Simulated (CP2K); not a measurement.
Crystal: In2O3.

```
CELL_PARAMETERS angstrom
5.78179 0.00000 0.00000
3.17817 4.82994 0.00000
3.17817 1.71322 4.51588
ATOMIC_POSITIONS crystal
In 0.85731 0.85731 0.85731
In 0.64269 0.64269 0.64269
In 0.14269 0.14269 0.14269
In 0.35731 0.35731 0.35731
O 0.04800 0.75000 0.45200
O 0.75000 0.45200 0.04800
O 0.45200 0.04800 0.75000
O 0.95200 0.25000 0.54800
O 0.25000 0.54800 0.95200
O 0.54800 0.95200 0.25000
```

```yaml
Program: CP2K 2026.2
Task: single point
Functional: PBE
Potentials_or_basis: POTENTIAL_UZH In GTH-PBE-q13, O GTH-PBE-q6; TZVP-MOLOPT-PBE-GTH basis
Density_cutoff: 8163 eV
k_mesh: 6 × 6 × 6
Occupations: fermi-dirac, width 0.05 eV
Spin: no spin polarisation
```

On this cell: pressure 11.3 GPa; largest force 0.170 eV/Å; band gap on the k mesh 1.24 eV, indirect (least direct gap 1.29 eV).

The same run follows on a disturbed copy (atoms moved at random, drawn with an rms of 0.05 Å):

```xyz
10
Lattice="5.7818 0.0000 0.0000 3.1782 4.8299 0.0000 3.1782 1.7132 4.5159" Properties=species:S:1:pos:R:3 pbc="T T T"
In   10.4311    5.6076    3.8818
In    7.7864    4.2250    2.8994
In    1.7373    0.9628    0.6484
In    4.2751    2.3449    1.6415
O     4.1085    4.3963    2.0390
O     5.9652    2.2829    0.2007
O     5.0904    1.5651    3.4248
O     8.0509    2.1324    2.5194
O     6.2657    4.2712    4.2854
O     7.0313    5.0297    1.1543
```

Problem. What does the disturbed cell give?

Solution. The energy moves by +18.2 meV/atom; pressure 12.1 GPa; largest force 1.292 eV/Å; band gap on the k mesh 1.24 eV, indirect (least direct gap 1.28 eV).

Forces on the atoms (eV/Å):
```
In  -0.412 -0.104  0.202
In   0.793 -0.207  0.234
In  -0.126 -0.347  0.319
In   1.219  0.040 -0.425
O   -0.136  0.416  0.225
O   -0.680  0.328  0.262
O    0.609 -0.673 -0.385
O   -0.132  0.278 -0.475
O   -0.719 -0.019  0.631
O   -0.428  0.279 -0.594
```

Stress tensor (GPa, compression positive):
```
10.87 -0.73 -0.26
-0.73 12.53 -0.77
-0.26 -0.77 12.81
```

Caveats: spin-orbit coupling is left out, which moves the levels of the heavy elements; the basis of atomic orbitals isn't converged, which shifts pressures, moduli and gaps.

A k mesh can miss the band edges.
